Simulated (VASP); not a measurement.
Crystal: TePb.

```
Pb Te
1.0
     0.00000    3.23100    3.23100
     3.23100    0.00000    3.23100
     3.23100    3.23100    0.00000
Pb Te
1 1
Direct
  0.00000 0.00000 0.00000
  0.50000 0.50000 0.50000
```

| Property | Result |
| --- | --- |
| Program | VASP 6.6.1 |
| Task | relaxation of cell and atoms |
| Functional | rev-vdW-DF2 |
| Potentials or basis | VASP PAW PBE potentials, release 64 (Pb_d, Te) |
| Cutoff | 600 eV |
| k mesh | 7 × 7 × 7 |
| Occupations | fermi-dirac, width 0.05 eV |
| Spin | no spin polarisation |

At the start: pressure 1.1 GPa; volume 33.73 Å³/atom.

Question: Where does the relaxation end?

Answer: Over 3 steps the energy falls by 2.8 meV/atom and the volume is 34.57 Å³/atom (+2.5 %); space group Fm-3m (No. 225, to 0.05 Å).

Step by step:
```
step  energy change (eV)  largest force (eV/Å)  pressure (GPa)  volume (Å³)
   1              0.0000                0.0000            1.09        67.46
   2             -0.0049                0.0000           -0.34        69.72
   3             -0.0056                0.0000            0.00        69.14
```

Final structure:
```
Pb Te
1.0
     0.00000    3.25756    3.25756
     3.25756    0.00000    3.25756
     3.25756    3.25756    0.00000
Pb Te
1 1
Direct
  0.00000 0.00000 0.00000
  0.50000 0.50000 0.50000
```

Caveat: the PAW data sets were made with another functional, which shifts forces and pressure a little.
